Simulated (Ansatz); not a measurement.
Crystal: BaTiO3.

```xyz
5
Lattice="2.8274 1.6324 2.3184 -2.8274 1.6324 2.3184 0.0000 -3.2648 2.3184" Properties=species:S:1:pos:R:3 pbc="T T T"
Ba    0.0000    0.0000    0.0000
Ti    0.0000    0.0000    3.3698
O     1.3885   -0.8017    2.3988
O    -1.3885   -0.8017    2.3988
O     0.0000    1.6033    2.3988
```

| Property | Result |
| --- | --- |
| Program | Ansatz 0.2.0 |
| Task | relaxation of cell and atoms |
| Functional | PBE |
| Potentials or basis | Ansatz PAW |
| Cutoff | 420 eV (not typed: the program's choice for these potentials) |
| k mesh | 7 × 7 × 7 |
| Occupations | fermi-dirac, width 0.05 eV |
| Spin | no spin polarisation |
| Hubbard terms | Ti d U = 8 eV |

At the start: volume 12.84 Å³/atom.

Question: How do energy, volume and symmetry change on relaxing?

Answer: It ends after 11 steps and the volume is 13.21 Å³/atom (+2.8 %); space group Pm-3m (No. 221, to 0.05 Å).

The path:
```tsv
step	energy change (eV)	largest force (eV/Å)	volume (Å³)
1	0.0000	1.1237	64.20
2	-0.0353	0.5143	67.64
3	-0.0727	0.3800	67.18
4	-0.0764	0.3983	67.07
5	-0.0875	0.3422	66.65
6	-0.1056	0.0095	66.01
7	-0.1067	0.0014	65.95
8	-0.1067	0.0003	65.95
9	-0.1136	0.0003	65.95
10	-0.1134	0.0000	66.03
11	-0.1137	0.0000	66.03
```

Final structure:
```
Ba Ti O
1.0
     2.85797    1.65005    2.33354
    -2.85797    1.65005    2.33354
     0.00000   -3.30010    2.33354
Ba Ti O
1 1 3
Direct
  0.00384 0.00384 0.00384
  0.50383 0.50383 0.50383
  0.50384 0.00384 0.50384
  0.00384 0.50384 0.50384
  0.50384 0.50384 0.00384
```

Caveat: the plane-wave basis is chosen anew once the cell has moved, so the energies of steps on either side of that aren't comparable; the pressure holds a Pulay correction of +0.5 GPa for the finite cutoff.
